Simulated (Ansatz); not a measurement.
# SiO2: the band gap up the ladder of functionals

The task here is to estimate one member of a computed series from the others.

Code: Ansatz 0.2.0. PAW datasets, plane waves. Spin-unpolarised throughout; all numbers are computed.

### The structure to begin with

The cell was relaxed beforehand with r2SCAN.

It is tetragonal, P4_12_12 (No. 92); a = 4.979 Å, c = 6.915 Å in the conventional setting, 14.29 Å³ an atom. Around Si lie 4 O at 1.61 Å; around O lie 2 Si at 1.61 Å.

Structure file:

```cif
data_structure
_symmetry_space_group_name_H-M 'P 1'
_symmetry_Int_Tables_number 1
_cell_length_a 4.9792
_cell_length_b 4.9792
_cell_length_c 6.9149
_cell_angle_alpha 90.000
_cell_angle_beta 90.000
_cell_angle_gamma 90.000
_cell_volume 171.43
loop_
_atom_site_label
_atom_site_type_symbol
_atom_site_fract_x
_atom_site_fract_y
_atom_site_fract_z
_atom_site_occupancy
Si1 Si 0.30246 0.30246 0.00000 1
Si2 Si 0.19754 0.80246 0.25000 1
Si3 Si 0.69754 0.69754 0.50000 1
Si4 Si 0.80246 0.19754 0.75000 1
O1 O 0.23817 0.10927 0.18145 1
O2 O 0.39073 0.73817 0.43145 1
O3 O 0.76183 0.89073 0.68145 1
O4 O 0.60927 0.26183 0.93145 1
O5 O 0.73817 0.39073 0.56855 1
O6 O 0.89073 0.76183 0.31855 1
O7 O 0.26183 0.60927 0.06855 1
O8 O 0.10927 0.23817 0.81855 1
```

Set-up of the first run:

The input, input.yaml:

```yaml
crystal:
  lattice:
    - [4.9791701692, 0.0, 0.0]
    - [0.0, 4.9791701692, 0.0]
    - [0.0, 0.0, 6.9148790897]
  atoms:
    - { symbol: Si, position: [0.3024587797, 0.3024587797, 0.0] }
    - { symbol: Si, position: [0.1975412203, 0.8024587797, 0.25] }
    - { symbol: Si, position: [0.6975412203, 0.6975412203, 0.5] }
    - { symbol: Si, position: [0.8024587797, 0.1975412203, 0.75] }
    - { symbol: O, position: [0.2381684668, 0.1092705793, 0.1814546301] }
    - { symbol: O, position: [0.3907294207, 0.7381684668, 0.4314546301] }
    - { symbol: O, position: [0.7618315332, 0.8907294207, 0.6814546301] }
    - { symbol: O, position: [0.6092705793, 0.2618315332, 0.9314546301] }
    - { symbol: O, position: [0.7381684668, 0.3907294207, 0.5685453699] }
    - { symbol: O, position: [0.8907294207, 0.7618315332, 0.3185453699] }
    - { symbol: O, position: [0.2618315332, 0.6092705793, 0.0685453699] }
    - { symbol: O, position: [0.1092705793, 0.2381684668, 0.8185453699] }
kpoints:
  mp_grid: { grid: [6, 6, 4] }
  band_path:
    path:
      - [[0.0, 0.0, 0.0], [3.944677580027e-52, 0.5, -3.855473942871e-34], [0.5, 0.5, -3.855473942871e-34], [0.0, 0.0, 0.0], [-5.551706335268e-86, -1.498326720674e-50, 0.5], [3.944677580027e-52, 0.5, 0.5], [0.5, 0.5, 0.5], [-5.551706335268e-86, -1.498326720674e-50, 0.5]]
      - [[3.944677580027e-52, 0.5, -3.855473942871e-34], [3.944677580027e-52, 0.5, 0.5]]
      - [[0.5, 0.5, -3.855473942871e-34], [0.5, 0.5, 0.5]]
    npoints: 10
hamiltonian:
  xc: pbe
scf:
  occupations: { method: fermi_dirac, width: 0.02 }
  n_extra_bands: 7
output:
  forces: true
  stress: true
  eigenvalues: true
```

Among the steps run: Band structure with PBE; r2SCAN at the same geometry; Single point with HSE06; Single point with PBE0.

One of the session's tables, all rows but one given; the rest of the session is left out.

| level | gap (eV) |
| --- | --- |
| PBE | ? |
| r2SCAN | 6.35 |
| HSE06 | 7.51 |
| PBE0 | 8.28 |

Q: Estimate the row for PBE from the others.

The run gave: gap (eV): 5.73. In the column «gap (eV)» it is the lowest.

Meshes: PBE 6×6×4, r2SCAN 6×6×4, HSE06 4×4×2, PBE0 4×4×2

What this shows: The gap runs from 5.73 eV (PBE) to 8.28 eV (PBE0). Against HSE06, PBE is short by 1.78 eV, at 76 % of it, and r2SCAN 84 %. PBE0 lies 0.77 eV above HSE06, which differs from it by screening the long-range exchange.

Caveats from the session: Warnings in the runs' records: stress scf threshold loose, stress exchange threshold loose.
